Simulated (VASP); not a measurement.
Write the native input for VASP 6.6.1 that does the following.

```yaml
Task: single point
Functional: PBE
Potentials_or_basis: VASP PAW PBE potentials, release 64 (B)
Cutoff: 520 eV
k_mesh: 18 × 18 × 18
Occupations: gaussian, width 0.1 eV
Spin: no spin polarisation
Dipole_correction: no
Further_INCAR_settings: ALGO = Fast; EDIFF = 1e-06; NBANDS = 14
```

The structure of B lies in POSCAR:

```
B
1.0
   -1.5471099254      2.5381611092      2.3023632968
    1.5471099254     -2.5381611092      2.3023632968
    1.5471099254      2.5381611092     -2.3023632968
B
4
Direct
    0.0561221414      0.2518505706      0.8042715708
    0.4475789998      0.2518505706      0.1957284292
    0.3125664441      0.6168660469      0.6957003972
    0.9211656497      0.6168660469      0.3042996028
```

The cell was built by a generator and needn't be a form met in nature.

These files were run (other wordings do the same):

INCAR

```
SYSTEM = B
  ALGO = Fast
  EDIFF = 1E-6
  ENCUT = 520
  GGA = PE
  ISIF = 2
  ISMEAR = 0
  LASPH = .True.
  LCHARG = .True.
  LELF = .True.
  LREAL = .False.
  LVHAR = .True.
  LWAVE = .False.
  NBANDS = 14
  NELM = 100
  PREC = Accurate
  SIGMA = 0.1
```

KPOINTS

```
k-points
0
Gamma
  18 18 18
  0 0 0
```

Potentials or basis: VASP PAW PBE potentials, release 64 (B).

Launch:

```console
$ cat potpaw_PBE.64/B/POTCAR > POTCAR
$ mpirun -np 1 vasp_std > vasp.out
```

Results of the run:

* Pressure: 0.0 GPa
* Largest force: 0.003 eV/Å
* Band gap on the k mesh: none (metal or under the smearing width)

It took 2.9 min on 1 thread of Intel(R) Xeon(R) 6975P-C (Granite Rapids), on a shared host, peak memory 0.41 GiB.
